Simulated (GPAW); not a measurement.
The system is ZnO (zincite).

```xyz
4
Lattice="3.2493 0.0000 0.0000 -1.6247 2.8140 0.0000 0.0000 0.0000 5.2057" Properties=species:S:1:pos:R:3 pbc="T T T"
Zn    1.6247    0.9380    0.0000
Zn    0.0000    1.8760    2.6029
O     0.0000    1.8760    4.5759
O     1.6247    0.9380    1.9730
```

Base run:

```yaml
Program: GPAW 26.7.0
Functional: GLLB-SC
Potentials_or_basis: the program's PAW data sets (release 1.2.1) made for this functional
Cutoff: 650 eV
Basis: pw
k_mesh: 8 × 8 × 4
Occupations: fermi-dirac, width 0.001 eV
Spin: no spin polarisation
```

Its results: band gap on the k mesh, kohn-sham part alone 1.61 eV, direct; electronic dielectric tensor (diagonal) 3.78, 3.78, 3.82.

Task: After a change of settings the same cell gave: band gap on the k mesh 0.90 eV, direct; electronic dielectric tensor (diagonal) 4.91, 4.91, 4.93. Which change was it?
A. functional from GLLB-SC to LDA
B. functional from GLLB-SC to RPBE
C. functional from GLLB-SC to PBEsol; potentials or basis from the program's PAW data sets (release 1.2.1) made for this functional to PAW data sets generated in the run's folder for this functional

Result: B.

Caveats: the long-wavelength limit can be off by several per cent where d states take part; an odd mesh through Γ misses points on the zone boundary, where band edges often lie; a model potential gives levels but no total energy (some runs); response on these states lacks terms of the Hamiltonian (some runs).
